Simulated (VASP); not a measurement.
# AlFe: relaxation of cell and atoms with r2SCAN

AlFe:

```
Fe Al
1.0
     2.84000    0.00000    0.00000
     0.00000    2.84000    0.00000
     0.00000    0.00000    2.84000
Fe Al
1 1
Direct
  0.00000 0.00000 0.00000
  0.50000 0.50000 0.50000
```

The cell was built by a generator and needn't be a form met in nature.

| Quantity | Value |
| --- | --- |
| Program | VASP 6.6.1 |
| Task | relaxation of cell and atoms |
| Functional | r2SCAN |
| Potentials or basis | VASP PAW PBE potentials, release 64 (Fe, Al) |
| Cutoff | 600 eV |
| k mesh | 14 × 14 × 14 |
| Occupations | methfessel-paxton, width 0.1 eV |
| Spin | no spin polarisation |
| Further INCAR settings | ALGO = Normal; EDIFF = 1e-06; IBRION = 2; EDIFFG = -0.005; NSW = 40; ISIF = 3 |

```yaml
Relaxed_volume: 11.48 Å³/atom
Relaxed_cell: a = 2.842 Å, b = 2.842 Å, c = 2.842 Å, α = 90.00°, β = 90.00°, γ = 90.00°
Space_group_after_relaxing_to_0.05_Å: Pm-3m (No. 221)
Energy_gained_by_relaxing: 0.0 meV/atom
Ionic_steps: 3
Pressure_after_relaxing: 0.0 GPa
Band_gap_on_the_k_mesh: none (metal or under the smearing width)
```

Final structure:
```yaml
crystal:
  lattice:
    - [2.84193, 0.00000, 0.00000]
    - [0.00000, 2.84193, 0.00000]
    - [0.00000, 0.00000, 2.84193]
  atoms:
    - { symbol: Fe, position: [0.00000, 0.00000, 0.00000] }
    - { symbol: Al, position: [0.50000, 0.50000, 0.50000] }
```

Levels at points of the mesh, in eV from the Fermi level:
```
           k point  band 4  band 5  band 6  band 7  band 8  band 9
(0.00, 0.00, 0.00)    0.15    0.15    0.15    7.20    7.20    7.20
(0.50, 0.00, 0.00)   -0.92   -0.92    0.29    1.63    9.30   12.10
(0.50, 0.50, 0.00)   -2.16   -0.67   -0.67    1.17    4.01    5.00
(0.50, 0.50, 0.50)    1.22    1.22    3.29    3.29    3.29    5.55
```

Run time: 3.3 min on 1 thread of Intel(R) Xeon(R) Platinum 8375C CPU @ 2.90GHz (Ice Lake), with other jobs on the host, peak memory 0.17 GiB.

Caveat: the PAW data sets were made with another functional, which shifts forces and pressure a little. Spin polarisation is off, so any magnetic state and its effect on volume and gap are missing.
